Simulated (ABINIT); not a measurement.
Input of an ABINIT 10.8.3 (patched build) run:

run.abi

```
# Pseudopotentials
pp_dirpath "./"
pseudos "Sn.upf, Se.upf"

# Structure
acell 8.044153707 8.044153707 8.044153707
rprim
     0.0000000000     0.7071067812     0.7071067812
     0.7071067812     0.0000000000     0.7071067812
     0.7071067812     0.7071067812     0.0000000000
ntypat 2
znucl 50 34
natom 2
typat 1 2
xred
     0.0000000000     0.0000000000     0.0000000000
     0.5000000000     0.5000000000     0.5000000000

# Plane-wave basis
ecut 40.0

# k points
kptopt 1
ngkpt 6 6 6
nshiftk 1
shiftk 0.0 0.0 0.0

# Exchange and correlation
ixc 7

# Bands and occupations
nband 19
occopt 3
tsmear 0.05 eV

# SCF cycle
nstep 100
tolvrs 1.0e-10

# Output
iomode 3
prtwf 0
prteig 0
prtebands 0
enunit 1
prtden 1
prtvha 1
prtvclmb 1
prtpot 1
prtelf 1
```

Potentials or basis: PseudoDojo NC SR LDA v0.4.1 standard.

Launch:

```bash
$ abinit run.abi > log 2>&1
```

Question: Predict the pressure.

Answer: -3.8 GPa.

Question: What does it give for the band gap on the k mesh?

Answer: 0.60 eV, direct.

Caveat: spin-orbit coupling is left out, which moves the levels of the heavy elements. A k mesh can miss the band edges.
